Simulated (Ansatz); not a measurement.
C (Fd-3m): G0W0 and the choice of datasets

```xyz
2
Lattice="0.0000 1.7835 1.7835 1.7835 0.0000 1.7835 1.7835 1.7835 0.0000" Properties=species:S:1:pos:R:3 pbc="T T T"
C     0.0000    0.0000    0.0000
C     0.8918    0.8918    0.8918
```

Held fixed (Ansatz):

```json
{
  "orbitals": "PBE",
  "k mesh": "4×4×4",
  "empty bands": "73",
  "response cutoff": "200 eV",
  "frequencies": "contour deformation",
  "q → 0 term": "analytic weight of Carrier, Rohra and Görling",
  "band sums": "cut at the band count"
}
```

The gap is read from Γ to k = (0, 0.25, 0.25), linearised, between the Kohn-Sham band edges among the points solved. The direct gap is read between the top filled and lowest empty Kohn-Sham band at Γ. ε∞ is the electronic dielectric constant on this mesh.

| datasets, wave cutoff | KS gap (eV) | G0W0 gap (eV) | direct at Γ (eV) | ε∞ |
| --- | --- | --- | --- | --- |
| all-electron, 2970 eV | 4.44 | 5.86 | 7.29 | 7.0 |
| hard PAW, 700 eV | 4.44 | 5.85 | 7.29 | 7.0 |
| hand-made PAW, accurate, 800 eV | 4.44 | ? | ? | ? |
| hand-made PAW, 820 eV | 4.44 | 5.84 | 7.29 | 7.0 |
| JTH PAW, 700 eV | 4.43 | 5.81 | 7.28 | 7.0 |
| soft PAW (1st gen.), 420 eV | 4.44 | 5.84 | 7.28 | 7.0 |
| norm-conserving, 1116 eV | 4.44 | 5.83 | 7.31 | 7.0 |
| all-electron, no relativity, 2970 eV | 4.45 | 5.86 | 7.29 | 7.0 |

Problem. Fill in the row for hand-made PAW, accurate, 800 eV.

Solution. G0W0 gap 5.85 eV, direct at Γ 7.29 eV, ε∞ 7.0.

The cell is a model at fixed atoms and needn't be the relaxed known crystal. Soft PAW datasets can miss an all-electron G0W0 gap by more than 5 %. With norm-conserving pseudopotentials the core–valence exchange is only approximate, which can shift gaps by tenths of an eV and RPA lattice constants by most of a per cent. Points k are given in fractions of the reciprocal vectors. The mesh is coarse, so these are values at the stated settings, not converged ones. Band sums or response are cut, so the gap isn't at its basis limit. The gap is read on the mesh, and the crystal's band edges can lie off it. Meshes this coarse can overestimate the dielectric constant by a tenth and more.
